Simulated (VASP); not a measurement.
# BaTiO3 under changes of volume

One of the cells (13.113 Å³/atom); the others are scaled copies at fixed shape and fractional positions:

```
Ba Ti O
1.0
     4.02629    0.00000    0.00000
     0.00000    4.02629    0.00000
     0.00000    0.00000    4.04461
Ba Ti O
1 1 3
Direct
  0.00000 0.00000 0.00000
  0.50000 0.50000 0.49000
  0.00000 0.50000 0.51700
  0.50000 0.00000 0.51700
  0.50000 0.50000 0.01900
```

* Program: VASP 6.6.1
* Functional: PBEsol
* Potentials or basis: VASP PAW PBE potentials, release 64 (Ba_sv, Ti_sv, O)
* Cutoff: 520 eV
* k mesh: 7 × 7 × 7
* Occupations: fermi-dirac, width 0.05 eV
* Spin: no spin polarisation

```csv
volume (Å³/atom),energy over the lowest point (meV/atom),pressure (GPa),gap on the mesh (eV),largest force (eV/Å)
12.085,?,?,?,?
12.342,5.87,5.5,1.90,0.107
12.599,0.00,1.5,1.86,0.194
13.113,5.70,-5.2,1.78,0.443
13.371,16.08,-8.0,1.74,0.555
13.628,30.76,-10.6,1.70,0.660
```

Problem. What does the run at 12.085 Å³/atom give?

Solution. Energy over the lowest point 18.49 meV/atom; pressure 9.9 GPa; gap on the mesh 1.95 eV; largest force 0.168 eV/Å.

Worked out: A Birch-Murnaghan fit of order 3 (a polynomial in V^(-2/3)) to the other rows has its minimum at 12.72 Å³/atom with B0 = V·E''(V) = 176 GPa and B' = 4.5 at fixed shape and positions, which overstates the stiffness. It gives 18.47 meV/atom at 12.085 Å³/atom, against the run's 18.49, and -dE/dV = 10.1 GPa, against 9.9. A straight line through the other rows of the gap, of slope -2.02 eV per unit of ln V, extrapolates to 1.94 eV, against the run's 1.95.

Energies are extrapolated to zero smearing.

Caveats: the PAW data sets were made with another functional, which shifts forces and pressure a little; spin-orbit coupling is left out, which moves the levels of the heavy elements; an odd mesh through Γ misses points on the zone boundary, where band edges often lie.
